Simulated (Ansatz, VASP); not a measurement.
**One calculation of C, two programs**

File INCAR:

```
  ALGO = Normal
  EDIFF = 1E-6
  ENCUT = 520
  GGA = PE
  ISIF = 2
  ISMEAR = 0
  LASPH = True
  LCHARG = True
  LELF = True
  LREAL = False
  LVHAR = True
  LWAVE = False
  NBANDS = 16
  NELM = 80
  PREC = Accurate
  SIGMA = 0.15
```

KPOINTS

```
k-points
0
Gamma
  18 18 6
```

File POSCAR:

```
C
1.0
    2.5239931184      0.0000000000      0.0000000000
   -1.2619965592      2.1360716891      0.0000000000
    0.0000000000      0.0000000000      8.5653080463
C
4
Direct
    0.0000000000      0.0000000000      0.0025000000
    0.0000000000      0.0000000000      0.5025000000
    0.3333333333      0.6666666667      0.0025000000
    0.6666666667      0.3333333333      0.5025000000
```

Input for Ansatz:

```yaml
crystal:
  lattice:
    - [2.5239931184, 0.0, 0.0]
    - [-1.2619965592, 2.1360716891, 0.0]
    - [0.0, 0.0, 8.5653080463]
  atoms:
    - { symbol: C, position: [0.0, 0.0, 0.0025] }
    - { symbol: C, position: [0.0, 0.0, 0.5025] }
    - { symbol: C, position: [0.3333333333, 0.6666666667, 0.0025] }
    - { symbol: C, position: [0.6666666667, 0.3333333333, 0.5025] }
basis:
  ecutwfc: 520.0
kpoints:
  mp_grid: { grid: [18, 18, 6] }
hamiltonian:
  xc: pbe
  pseudopotentials: { kind: paw, azcp: { folder: soft_1 } }
scf:
  occupations: { method: gaussian, width: 0.15 }
output:
  forces: true
  stress: true
  eigenvalues: true
```

Change from the starting cell: mode 4 frozen in at +0.000 Å, normal strain along x +0.0233.

Alike in both runs: task single point; functional PBE; k mesh 18 × 18 × 6; occupations gaussian, width 0.15 eV; no spin polarisation.

|  | VASP | Ansatz |
| --- | --- | --- |
| version | VASP 6.6.1 | Ansatz 0.2.0 |
| potentials or method | VASP PAW PBE potentials, release 64 (C) | scalar-relativistic, plane waves, PAW |
| plane-wave cutoff (eV) | 520 | 520 |
| valence electrons in the cell | 16 | 16 |

|  | VASP | Ansatz | Ansatz less VASP |
| --- | --- | --- | --- |
| gap on the k mesh at the Fermi level (eV) | 0.18 | 0.18 | -0.001 |
| least direct gap on the mesh (eV) | 0.18 | 0.18 | -0.001 |
| pressure (GPa) | -6.6 | -7.0 | -0.33 |
| largest component of the traceless stress (GPa) | 10.77 | 10.94 | +0.175 |
| rms of the force components (eV/Å) | 0.102 | 0.099 | -0.0028 |

Atom by atom the forces differ by 0.003 eV/Å (rms over components). With one functional, cell and mesh, what is left measures potentials, basis and numerics.

Caveats: this functional lacks dispersion, which binds the layers, so the pressure and a relaxed spacing across them are unreliable.
